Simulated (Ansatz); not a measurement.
Write the native input for Ansatz 0.2.0 that does the following.

```
Task                : phonons
Functional          : PBEsol
Potentials or basis : all-electron PAW datasets made for the crystal
Cutoff              : 220 eV (chosen from the basis error)
k mesh              : 10 × 10 × 10
Occupations         : fermi-dirac, width 0.05 eV
Spin                : no spin polarisation
```

Crystal: GaAs.

```
Ga As
1.0
    -1.88077    1.88077    3.02585
     1.88077   -1.88077    3.02585
     1.88077    1.88077   -3.02585
Ga As
1 1
Direct
  0.00000 0.00000 0.00000
  0.50000 0.50000 0.00000
```

The cell was built by a generator and needn't be a form met in nature.

These files were run (other wordings do the same):

input.yaml

```yaml
crystal:
  lattice:
    - [-1.88077396, 1.88077396, 3.02585088]
    - [1.88077396, -1.88077396, 3.02585088]
    - [1.88077396, 1.88077396, -3.02585088]
  atoms:
    - { symbol: Ga, position: [0.0, 0.0, 0.0] }
    - { symbol: As, position: [0.5, 0.5, 0.0] }
kpoints:
  mp_grid: { grid: [10, 10, 10] }
scf:
  occupations: { method: fermi_dirac, width: 0.05 }
hamiltonian:
  xc: pbesol
  pseudopotentials: { kind: all_electron, datasets: crystal }
output: {}
phonons:
  method: fd
  supercell: [1, 1, 1]
```

Potentials or basis: all-electron PAW datasets made for the crystal.

The run is started by

```console
$ ansatz run input.yaml --threads 1 --pin off --max-ram 3072MiB --backend cpu --events-out ev --progress --plain --runs-dir out
```

Results of the run:

| Property | Result |
| --- | --- |
| Band gap on the k mesh | none (metal or under the smearing width) |
| Highest phonon frequency at Γ | 127 cm⁻¹ |
| Most unstable mode | 129i cm⁻¹ |

Caveat: a metal's response needs a denser mesh; some modes are imaginary.

Run time: 60 s on 1 thread of Arm Neoverse V1, with other jobs on the host, peak memory 0.61 GiB.
